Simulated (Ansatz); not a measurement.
# GaAs: equation of state, part 1 of 2

Aim: scale the cell of GaAs up and down at fixed shape and fractional positions, and get the equilibrium volume and bulk modulus with LAPW, PAW and all-electron datasets made for the crystal.

Method: DFT PBE, scalar-relativistic, in Ansatz 0.2.0.

**1. The structure to begin with**

Symmetry: F-43m, No. 216, cubic system. The conventional cell has a = 5.654 Å, b = 5.654 Å, c = 5.654 Å, α = 90.00°, β = 90.00°, γ = 90.00°. Around Ga (site symmetry -43m) lie 4 As at 2.45 Å. Around As (site symmetry -43m) lie 4 Ga at 2.45 Å.

Coordinates:

```cif
data_structure
_symmetry_space_group_name_H-M 'F-43m'
_symmetry_Int_Tables_number 216
_cell_length_a 5.6537
_cell_length_b 5.6537
_cell_length_c 5.6537
_cell_angle_alpha 90.000
_cell_angle_beta 90.000
_cell_angle_gamma 90.000
_cell_volume 180.72
loop_
_atom_site_label
_atom_site_type_symbol
_atom_site_symmetry_multiplicity
_atom_site_Wyckoff_symbol
_atom_site_fract_x
_atom_site_fract_y
_atom_site_fract_z
_atom_site_occupancy
Ga1 Ga 4 a 0.00000 0.00000 0.00000 1
As1 As 4 c 0.25000 0.25000 0.25000 1
```

The file gives the conventional cell by its symmetry; the runs use the cell typed in the input.

Atoms are numbered in the order of the input: Ga1, As2.

**2. Volume × 0.96, LAPW**

File input.yaml:

```yaml
crystal:
  lattice:
    - [0.0, 2.7886446409, 2.7886446409]
    - [2.7886446409, 0.0, 2.7886446409]
    - [2.7886446409, 2.7886446409, 0.0]
  atoms:
    - { symbol: Ga, position: [0.0, 0.0, 0.0] }
    - { symbol: As, position: [0.75, 0.75, 0.75] }
kpoints:
  mp_grid: { grid: [11, 11, 11] }
  band_path:
    path:
      - [0.0, 0.0, 0.0]
      - [-0.5, -0.5, 0.0]
      - [-0.375, -0.375, 0.25]
      - [-0.375, 0.0, 0.375]
      - [0.0, 0.0, 0.0]
      - [0.0, 0.0, 0.5]
      - [-0.5, -0.25, 0.25]
      - [-0.5, -0.5, 0.0]
    npoints: 5
scf:
  occupations: { method: fermi_dirac, width: 0.05 }
hamiltonian:
  xc: pbe
  pseudopotentials: { kind: all_electron, lapw: { basis_error: 0.0005 } }
output:
  forces: true
  stress: true
  eigenvalues: true
```

Launch:

```bash
> ansatz run input.yaml --threads 1 --pin off --max-ram 3072MiB --backend cpu --events-out ev --progress --plain --runs-dir out
```

Log, shortened:

```text
LAPW: plane waves up to 9.626 Å⁻¹, error target 5.0e-4 eV per atom; small_component_spin mean_spin; Ga in spheres of 1.216 Å, 21 of its electrons in bands, Dirac shells []; As in spheres of 1.199 Å, 23 of its electrons in bands, Dirac shells []
[...]
Pseudopotentials: kind: all_electron
Pseudopotential: Ga, LAPW, valence charge 21, Koelling and Harmon's equation, gaussian nucleus
Pseudopotential: As, LAPW, valence charge 23, Koelling and Harmon's equation, gaussian nucleus
Functional definition: PBE
[...]
Crystal: 2 atoms, lattice volume = 43.372 Å³
Basis set: ecut = 353.0673202000636 eV, 645 PW (Γ), exchange–correlation at level 2
Bands: 27, of which v1, the nominal top of the filled ones, is band 22 counted from 1 (21 counted from 0)
Symmetry: 24 space group operations
Space group: F-43m (ITA 216), of the structure as read, at distance tolerance 3.5e-5 Å
k-points: 56 of 1331 (time reversal used)
[...]
SCF iter   1: F=—  HF=-114424.566019 eV  |F-HF|=—  |Δ(HF+E_count)|=         —  Δρ=3.20e-2  dr2=5.94e-1  ethr=1.35e-3  ⟨swp⟩=2.0  Hψ=9313  notcnv=0
[...]
the basis was enlarged: its passes take 294.3 KiB over the memory plan, 1 of 1 planned eigensolver slots
[...]
SCF iter   7: F=-114424.399907 eV  HF=-114424.399907 eV  |F-HF|=1.70e-7  |Δ(HF+E_count)|=   4.96e-6  Δρ=1.45e-5  dr2=7.45e-8  ethr=5.24e-9  ⟨swp⟩=3.0  Hψ=4425  notcnv=0
[...]
NSCF: frozen V_eff on 36 k-points
SCF converged after 7 iterations
Free energy (F): -114424.399907 eV
[...]
E sigma→0 (E₀):  -114424.399907 eV
Entropy (-TS):   -0.000001 eV (-0.000 meV/atom)
Fermi energy:    10.421733 eV
[...]
--- Forces (eV/Å), atoms counted from 1 ---
  atom   1  Ga     0.00000000    -0.00000000    -0.00000000
  atom   2  As    -0.00000000     0.00000000    -0.00000000
[...]
--- Stress (GPa, compression-positive) ---
        6.681053       0.000000      -0.000000
        0.000000       6.681053       0.000000
       -0.000000       0.000000       6.681053
  P = ⅓ Tr σ = 6.6811 GPa (66.811 kbar)
--- Band table (eV; the first three rows and the last of 56) ---
[...]
```

It took 19 s on 1 thread of Intel Xeon 6975P-C (Granite Rapids), shared host; peak memory 0.44 GiB.

In short: pressure 6.68 GPa; gap 0.83 eV, direct at Γ.

**3. Volume × 0.96, PAW**

File input.yaml:

```yaml
crystal:
  lattice:
    - [0.0, 2.7886446409, 2.7886446409]
    - [2.7886446409, 0.0, 2.7886446409]
    - [2.7886446409, 2.7886446409, 0.0]
  atoms:
    - { symbol: Ga, position: [0.0, 0.0, 0.0] }
    - { symbol: As, position: [0.75, 0.75, 0.75] }
kpoints:
  mp_grid: { grid: [11, 11, 11] }
scf:
  occupations: { method: fermi_dirac, width: 0.05 }
hamiltonian:
  xc: pbe
  pseudopotentials: { kind: paw }
output:
  forces: true
  stress: true
  eigenvalues: true
  efg: { contact_densities: true }
  write_density: true
  write_potential: true
  elf: true
  volumetric_format: npy
```

Launch:

```bash
> ansatz run input.yaml --threads 1 --pin off --max-ram 3072MiB --backend cpu --events-out ev --progress --plain --runs-dir out
```

Log, shortened:

```text
[...]
Pseudopotentials: kind: paw
Pseudopotential: Ga, paw, valence charge 13, recommended cutoff 420 eV (normal)
Pseudopotential: As, paw, valence charge 15, recommended cutoff 420 eV (normal)
[... 1 set-up line as earlier in the session ...]
[...]
Crystal: 2 atoms, lattice volume = 43.372 Å³
Basis set: ecut = 420 eV, 869 PW (Γ), exchange–correlation on 54×54×54 points (8 copies of the dense FFT grid, shifted against one another)
Bands: 18, of which v1, the nominal top of the filled ones, is band 14 counted from 1 (13 counted from 0)
[... 2 set-up lines as earlier in the session ...]
k-points: 56 of 1331 (time reversal used)
[...]
SCF iter   1: F=—  HF=-8639.783987 eV  |F-HF|=—  |Δ(HF+E_count)|=         —  Δρ=1.78e-3  dr2=2.28e-3  ethr=1.77e-3  ⟨swp⟩=5.8  Hψ=4864  notcnv=0
[...]
  atom   1  Ga    -0.00000000     0.00000000     0.00000000
  atom   2  As     0.00000000     0.00000000     0.00000000
[...]
--- Stress (GPa, compression-positive) ---
        6.682954       0.000000       0.000000
        0.000000       6.682954       0.000000
       -0.000000       0.000000       6.682954
  P = ⅓ Tr σ = 6.6830 GPa (66.830 kbar)
--- PAW observables at the nuclei: V_zz in 10²¹ V/m², potentials from the cell's mean, atoms counted from 1 ---
  atom   1  Ga V_zz =    -0.000000   η = 0.0000   by run symmetry: forbidden
            electrostatic potential = -4131.361654 V   contact ρ = 187418.420309 e/Å³
  atom   2  As V_zz =    +0.000000   η = 0.0000   by run symmetry: forbidden
            electrostatic potential = -4515.138671 V   contact ρ = 235491.429845 e/Å³
--- Band table (eV; the first three rows and the last of 56) ---
  k-point 0: bands = ["-26.4381", "-26.4381", "-26.4381", "-26.4267", "-26.4267", "-6.1070", "-6.1070", "-6.1070", "-6.0173", "-6.0173", "-4.2789", "8.7503", "8.7503", "8.7503", "9.5770", "12.4999", "12.4999", "12.4999"]
[...]
```

Run time: 3.8 s. Hardware: 1 thread of Intel Xeon 6975P-C (Granite Rapids), shared host; peak memory 0.44 GiB.

This run gives: pressure 6.68 GPa; gap on the k mesh 0.83 eV (an odd mesh misses the zone boundary).

**4. Volume × 0.96, crystal datasets**

Edit input.yaml of step 3 so:

```diff
@@ -14,3 +14,3 @@
   xc: pbe
-  pseudopotentials: { kind: paw }
+  pseudopotentials: { kind: all_electron, datasets: crystal }
 output:
@@ -20,5 +20 @@
   efg: { contact_densities: true }
-  write_density: true
-  write_potential: true
-  elf: true
-  volumetric_format: npy
```

Launch:

```bash
> ansatz run input.yaml --threads 1 --pin off --max-ram 3072MiB --backend cpu --events-out ev --progress --plain --runs-dir out
```

Log, shortened:

```text
[...]
[... 1 set-up line as earlier in the session ...]
Pseudopotential: Ga, paw, valence charge 13, recommended cutoff 220 eV (normal), Koelling and Harmon's equation, gaussian nucleus
Pseudopotential: As, paw, valence charge 15, recommended cutoff 220 eV (normal), Koelling and Harmon's equation, gaussian nucleus
[... 1 set-up line as earlier in the session ...]
[...]
Crystal: 2 atoms, lattice volume = 43.372 Å³
Basis set: ecut = 220 eV, 331 PW (Γ), exchange–correlation on 48×48×48 points (8 copies of the dense FFT grid, shifted against one another)
Bands: 13, of which v1, the nominal top of the filled ones, is band 9 counted from 1 (8 counted from 0)
[... 2 set-up lines as earlier in the session ...]
k-points: 56 of 1331 (time reversal used)
[...]
  atom   1  Ga    -0.00000000    -0.00000000    -0.00000000
  atom   2  As     0.00000000    -0.00000000    -0.00000000
[...]
--- Stress (GPa, compression-positive) ---
        6.679765      -0.000000      -0.000000
       -0.000000       6.679765       0.000000
       -0.000000       0.000000       6.679765
  P = ⅓ Tr σ = 6.6798 GPa (66.798 kbar)
  It holds what live shells' own plane waves past their cutoff add
--- PAW observables at the nuclei: V_zz in 10²¹ V/m², potentials from the cell's mean, atoms counted from 1 ---
  atom   1  Ga V_zz =    +0.000000   η = 0.0000   by run symmetry: forbidden
            electrostatic potential = -4131.321428 V   contact ρ = 187488.119653 e/Å³
  atom   2  As V_zz =    +0.000000   η = 0.0000   by run symmetry: forbidden
            electrostatic potential = -4515.058567 V   contact ρ = 235562.748027 e/Å³
--- Band table (eV; the first three rows and the last of 56) ---
  k-point 0: bands = ["-4.8842", "-4.8842", "-4.8842", "-4.7951", "-4.7951", "-3.0595", "9.9680", "9.9680", "9.9680", "10.8006", "13.7194"]
[...]
```

Wall time 6.2 s (1 thread of Intel Xeon 6975P-C (Granite Rapids), shared host); peak memory 0.55 GiB.

Result: pressure 6.68 GPa; gap on the k mesh 0.83 eV (an odd mesh misses the zone boundary).

**5. Volume × 0.99, LAPW**

File input.yaml:

```yaml
crystal:
  lattice:
    - [0.0, 2.8173955816, 2.8173955816]
    - [2.8173955816, 0.0, 2.8173955816]
    - [2.8173955816, 2.8173955816, 0.0]
  atoms:
    - { symbol: Ga, position: [0.0, 0.0, 0.0] }
    - { symbol: As, position: [0.75, 0.75, 0.75] }
kpoints:
  mp_grid: { grid: [11, 11, 11] }
  band_path:
    path:
      - [0.0, 0.0, 0.0]
      - [-0.5, -0.5, 0.0]
      - [-0.375, -0.375, 0.25]
      - [-0.375, 0.0, 0.375]
      - [0.0, 0.0, 0.0]
      - [0.0, 0.0, 0.5]
      - [-0.5, -0.25, 0.25]
      - [-0.5, -0.5, 0.0]
    npoints: 5
scf:
  occupations: { method: fermi_dirac, width: 0.05 }
hamiltonian:
  xc: pbe
  pseudopotentials: { kind: all_electron, lapw: { basis_error: 0.0005 } }
output:
  forces: true
  stress: true
  eigenvalues: true
```

Launch:

```bash
> ansatz run input.yaml --threads 1 --pin off --max-ram 3072MiB --backend cpu --events-out ev --progress --plain --runs-dir out
```

Log, shortened:

```text
LAPW: plane waves up to 9.505 Å⁻¹, error target 5.0e-4 eV per atom; small_component_spin mean_spin; Ga in spheres of 1.229 Å, 21 of its electrons in bands, Dirac shells []; As in spheres of 1.211 Å, 23 of its electrons in bands, Dirac shells []
[...]
[... 4 set-up lines as earlier in the session ...]
[...]
Crystal: 2 atoms, lattice volume = 44.727 Å³
Basis set: ecut = 344.1916107916221 eV, 645 PW (Γ), exchange–correlation at level 2
Bands: 27, of which v1, the nominal top of the filled ones, is band 22 counted from 1 (21 counted from 0)
[... 2 set-up lines as earlier in the session ...]
[...]
the basis was enlarged: its passes take 264.1 KiB over the memory plan, 1 of 1 planned eigensolver slots
[...]
SCF iter   7: F=-114424.445069 eV  HF=-114424.445068 eV  |F-HF|=1.68e-7  |Δ(HF+E_count)|=   5.15e-6  Δρ=1.38e-5  dr2=7.18e-8  ethr=5.24e-9  ⟨swp⟩=3.0  Hψ=4426  notcnv=0
[...]
NSCF: frozen V_eff on 36 k-points
SCF converged after 7 iterations
Free energy (F): -114424.445069 eV
[...]
E sigma→0 (E₀):  -114424.445066 eV
Entropy (-TS):   -0.000006 eV (-0.003 meV/atom)
Fermi energy:    9.838573 eV
[...]
--- Forces (eV/Å), atoms counted from 1 ---
  atom   1  Ga     0.00000000    -0.00000000    -0.00000000
  atom   2  As    -0.00000000     0.00000000     0.00000000
[...]
--- Stress (GPa, compression-positive) ---
        4.071722       0.000000      -0.000000
        0.000000       4.071722       0.000000
       -0.000000       0.000000       4.071722
  P = ⅓ Tr σ = 4.0717 GPa (40.717 kbar)
--- Band table (eV; the first three rows and the last of 56) ---
[...]
```

Wall time 22 s (1 thread of Intel Xeon 6975P-C (Granite Rapids), shared host); peak memory 0.44 GiB.

Result: pressure 4.07 GPa; gap 0.60 eV, direct at Γ.

**6. Volume × 0.99, PAW**

File input.yaml:

```yaml
crystal:
  lattice:
    - [0.0, 2.8173955816, 2.8173955816]
    - [2.8173955816, 0.0, 2.8173955816]
    - [2.8173955816, 2.8173955816, 0.0]
  atoms:
    - { symbol: Ga, position: [0.0, 0.0, 0.0] }
    - { symbol: As, position: [0.75, 0.75, 0.75] }
kpoints:
  mp_grid: { grid: [11, 11, 11] }
scf:
  occupations: { method: fermi_dirac, width: 0.05 }
hamiltonian:
  xc: pbe
  pseudopotentials: { kind: paw }
output:
  forces: true
  stress: true
  eigenvalues: true
  efg: { contact_densities: true }
  write_density: true
  write_potential: true
  elf: true
  volumetric_format: npy
```

Launch:

```bash
> ansatz run input.yaml --threads 1 --pin off --max-ram 3072MiB --backend cpu --events-out ev --progress --plain --runs-dir out
```

Log, shortened:

```text
[...]
[... 4 set-up lines as earlier in the session ...]
[...]
Crystal: 2 atoms, lattice volume = 44.727 Å³
Basis set: ecut = 420 eV, 893 PW (Γ), exchange–correlation on 54×54×54 points (8 copies of the dense FFT grid, shifted against one another)
Bands: 18, of which v1, the nominal top of the filled ones, is band 14 counted from 1 (13 counted from 0)
[... 2 set-up lines as earlier in the session ...]
k-points: 56 of 1331 (time reversal used)
[...]
SCF iter   1: F=—  HF=-8639.829179 eV  |F-HF|=—  |Δ(HF+E_count)|=         —  Δρ=1.83e-3  dr2=2.57e-3  ethr=1.77e-3  ⟨swp⟩=5.8  Hψ=4855  notcnv=0
[...]
  atom   1  Ga    -0.00000000     0.00000000     0.00000000
  atom   2  As     0.00000000    -0.00000000    -0.00000000
[...]
--- Stress (GPa, compression-positive) ---
        4.071178       0.000000      -0.000000
        0.000000       4.071178       0.000000
       -0.000000       0.000000       4.071178
  P = ⅓ Tr σ = 4.0712 GPa (40.712 kbar)
--- PAW observables at the nuclei: V_zz in 10²¹ V/m², potentials from the cell's mean, atoms counted from 1 ---
  atom   1  Ga V_zz =    -0.000000   η = 0.0000   by run symmetry: forbidden
            electrostatic potential = -4130.919119 V   contact ρ = 187418.806695 e/Å³
  atom   2  As V_zz =    +0.000000   η = 0.0000   by run symmetry: forbidden
            electrostatic potential = -4514.687203 V   contact ρ = 235492.673431 e/Å³
--- Band table (eV; the first three rows and the last of 56) ---
  k-point 0: bands = ["-26.8290", "-26.8290", "-26.8290", "-26.8188", "-26.8188", "-6.4781", "-6.4781", "-6.4781", "-6.3965", "-6.3965", "-4.4805", "8.3197", "8.3197", "8.3197", "8.9115", "12.0630", "12.0630", "12.0630"]
[...]
```

Wall time 4 s (1 thread of Intel Xeon 6975P-C (Granite Rapids), shared host); peak memory 0.47 GiB.

In short: pressure 4.07 GPa; gap on the k mesh 0.59 eV (an odd mesh misses the zone boundary).

**7. Volume × 0.99, crystal datasets**

Edit input.yaml of step 6 so:

```diff
@@ -14,3 +14,3 @@
   xc: pbe
-  pseudopotentials: { kind: paw }
+  pseudopotentials: { kind: all_electron, datasets: crystal }
 output:
@@ -20,5 +20 @@
   efg: { contact_densities: true }
-  write_density: true
-  write_potential: true
-  elf: true
-  volumetric_format: npy
```

Launch:

```bash
> ansatz run input.yaml --threads 1 --pin off --max-ram 3072MiB --backend cpu --events-out ev --progress --plain --runs-dir out
```

Log, shortened:

```text
[...]
[... 4 set-up lines as earlier in the session ...]
[...]
Crystal: 2 atoms, lattice volume = 44.727 Å³
Basis set: ecut = 220 eV, 331 PW (Γ), exchange–correlation on 48×48×48 points (8 copies of the dense FFT grid, shifted against one another)
Bands: 13, of which v1, the nominal top of the filled ones, is band 9 counted from 1 (8 counted from 0)
[... 2 set-up lines as earlier in the session ...]
k-points: 56 of 1331 (time reversal used)
[...]
  atom   1  Ga    -0.00000000     0.00000000    -0.00000000
  atom   2  As     0.00000000    -0.00000000    -0.00000000
[...]
--- Stress (GPa, compression-positive) ---
        4.073018       0.000000      -0.000000
        0.000000       4.073018       0.000000
       -0.000000       0.000000       4.073018
  P = ⅓ Tr σ = 4.0730 GPa (40.730 kbar)
  It holds what live shells' own plane waves past their cutoff add
--- PAW observables at the nuclei: V_zz in 10²¹ V/m², potentials from the cell's mean, atoms counted from 1 ---
  atom   1  Ga V_zz =    -0.000000   η = 0.0000   by run symmetry: forbidden
            electrostatic potential = -4130.883449 V   contact ρ = 187488.507147 e/Å³
  atom   2  As V_zz =    -0.000000   η = 0.0000   by run symmetry: forbidden
            electrostatic potential = -4514.613102 V   contact ρ = 235563.995009 e/Å³
--- Band table (eV; the first three rows and the last of 56) ---
  k-point 0: bands = ["-5.2915", "-5.2915", "-5.2915", "-5.2105", "-5.2105", "-3.2979", "9.5008", "9.5008", "9.5008", "10.0981", "13.2457"]
[...]
```

Run time: 6.7 s. Hardware: 1 thread of Intel Xeon 6975P-C (Granite Rapids), shared host; peak memory 0.55 GiB.

This run gives: pressure 4.07 GPa; gap on the k mesh 0.60 eV (an odd mesh misses the zone boundary).

**8. Volume × 1.02, LAPW**

File input.yaml:

```yaml
crystal:
  lattice:
    - [0.0, 2.8455714065, 2.8455714065]
    - [2.8455714065, 0.0, 2.8455714065]
    - [2.8455714065, 2.8455714065, 0.0]
  atoms:
    - { symbol: Ga, position: [0.0, 0.0, 0.0] }
    - { symbol: As, position: [0.75, 0.75, 0.75] }
kpoints:
  mp_grid: { grid: [11, 11, 11] }
  band_path:
    path:
      - [0.0, 0.0, 0.0]
      - [-0.5, -0.5, 0.0]
      - [-0.375, -0.375, 0.25]
      - [-0.375, 0.0, 0.375]
      - [0.0, 0.0, 0.0]
      - [0.0, 0.0, 0.5]
      - [-0.5, -0.25, 0.25]
      - [-0.5, -0.5, 0.0]
    npoints: 5
scf:
  occupations: { method: fermi_dirac, width: 0.05 }
hamiltonian:
  xc: pbe
  pseudopotentials: { kind: all_electron, lapw: { basis_error: 0.0005 } }
output:
  forces: true
  stress: true
  eigenvalues: true
```

Launch:

```bash
> ansatz run input.yaml --threads 1 --pin off --max-ram 3072MiB --backend cpu --events-out ev --progress --plain --runs-dir out
```

Log, shortened:

```text
LAPW: plane waves up to 9.388 Å⁻¹, error target 5.0e-4 eV per atom; small_component_spin mean_spin; Ga in spheres of 1.241 Å, 21 of its electrons in bands, Dirac shells []; As in spheres of 1.223 Å, 23 of its electrons in bands, Dirac shells []
[...]
[... 4 set-up lines as earlier in the session ...]
[...]
Crystal: 2 atoms, lattice volume = 46.083 Å³
Basis set: ecut = 335.76243207907805 eV, 645 PW (Γ), exchange–correlation at level 2
Bands: 27, of which v1, the nominal top of the filled ones, is band 22 counted from 1 (21 counted from 0)
[... 1 set-up line as earlier in the session ...]
Space group: F-43m (ITA 216), of the structure as read, at distance tolerance 3.6e-5 Å
[...]
the basis was enlarged: its passes take 264.1 KiB over the memory plan, 1 of 1 planned eigensolver slots
[...]
SCF iter   7: F=-114424.469866 eV  HF=-114424.469866 eV  |F-HF|=1.46e-7  |Δ(HF+E_count)|=   5.46e-6  Δρ=1.25e-5  dr2=6.51e-8  ethr=5.29e-9  ⟨swp⟩=3.0  Hψ=4426  notcnv=0
[...]
NSCF: frozen V_eff on 36 k-points
SCF converged after 7 iterations
Free energy (F): -114424.469866 eV
[...]
E sigma→0 (E₀):  -114424.469846 eV
Entropy (-TS):   -0.000041 eV (-0.021 meV/atom)
Fermi energy:    9.290287 eV
[...]
--- Forces (eV/Å), atoms counted from 1 ---
  atom   1  Ga     0.00000000    -0.00000000     0.00000000
  atom   2  As    -0.00000000     0.00000000    -0.00000000
[...]
--- Stress (GPa, compression-positive) ---
        1.855696       0.000000      -0.000000
        0.000000       1.855696       0.000000
       -0.000000       0.000000       1.855696
  P = ⅓ Tr σ = 1.8557 GPa (18.557 kbar)
--- Band table (eV; the first three rows and the last of 56) ---
[...]
```

Wall time 18 s (1 thread of Intel Xeon 6975P-C (Granite Rapids), shared host); peak memory 0.44 GiB.

Read from it: pressure 1.86 GPa; gap 0.37 eV, direct at Γ.

**9. Volume × 1.02, PAW**

File input.yaml:

```yaml
crystal:
  lattice:
    - [0.0, 2.8455714065, 2.8455714065]
    - [2.8455714065, 0.0, 2.8455714065]
    - [2.8455714065, 2.8455714065, 0.0]
  atoms:
    - { symbol: Ga, position: [0.0, 0.0, 0.0] }
    - { symbol: As, position: [0.75, 0.75, 0.75] }
kpoints:
  mp_grid: { grid: [11, 11, 11] }
scf:
  occupations: { method: fermi_dirac, width: 0.05 }
hamiltonian:
  xc: pbe
  pseudopotentials: { kind: paw }
output:
  forces: true
  stress: true
  eigenvalues: true
  efg: { contact_densities: true }
  write_density: true
  write_potential: true
  elf: true
  volumetric_format: npy
```

Launch:

```bash
> ansatz run input.yaml --threads 1 --pin off --max-ram 3072MiB --backend cpu --events-out ev --progress --plain --runs-dir out
```

Log, shortened:

```text
[...]
[... 4 set-up lines as earlier in the session ...]
[...]
Crystal: 2 atoms, lattice volume = 46.083 Å³
Basis set: ecut = 420 eV, 893 PW (Γ), exchange–correlation on 54×54×54 points (8 copies of the dense FFT grid, shifted against one another)
Bands: 18, of which v1, the nominal top of the filled ones, is band 14 counted from 1 (13 counted from 0)
[... 2 set-up lines as earlier in the session ...]
k-points: 56 of 1331 (time reversal used)
[...]
SCF iter   1: F=—  HF=-8639.854003 eV  |F-HF|=—  |Δ(HF+E_count)|=         —  Δρ=1.88e-3  dr2=2.85e-3  ethr=1.77e-3  ⟨swp⟩=5.9  Hψ=4898  notcnv=0
[...]
  atom   1  Ga    -0.00000000     0.00000000    -0.00000000
  atom   2  As     0.00000000    -0.00000000    -0.00000000
[...]
--- Stress (GPa, compression-positive) ---
        1.853477      -0.000000      -0.000000
       -0.000000       1.853477       0.000000
        0.000000       0.000000       1.853477
  P = ⅓ Tr σ = 1.8535 GPa (18.535 kbar)
--- PAW observables at the nuclei: V_zz in 10²¹ V/m², potentials from the cell's mean, atoms counted from 1 ---
  atom   1  Ga V_zz =    -0.000000   η = 0.0000   by run symmetry: forbidden
            electrostatic potential = -4130.504040 V   contact ρ = 187419.282278 e/Å³
  atom   2  As V_zz =    +0.000000   η = 0.0000   by run symmetry: forbidden
            electrostatic potential = -4514.260855 V   contact ρ = 235493.935580 e/Å³
--- Band table (eV; the first three rows and the last of 56) ---
  k-point 0: bands = ["-27.1995", "-27.1995", "-27.1995", "-27.1905", "-27.1905", "-6.8307", "-6.8307", "-6.8307", "-6.7565", "-6.7565", "-4.6716", "7.9154", "7.9154", "7.9154", "8.2841", "11.6506", "11.6506", "11.6506"]
[...]
```

It took 3.8 s on 1 thread of Intel Xeon 6975P-C (Granite Rapids), shared host; peak memory 0.47 GiB.

Result: pressure 1.85 GPa; gap on the k mesh 0.37 eV (an odd mesh misses the zone boundary).

(Continued in part 2 of 2.)
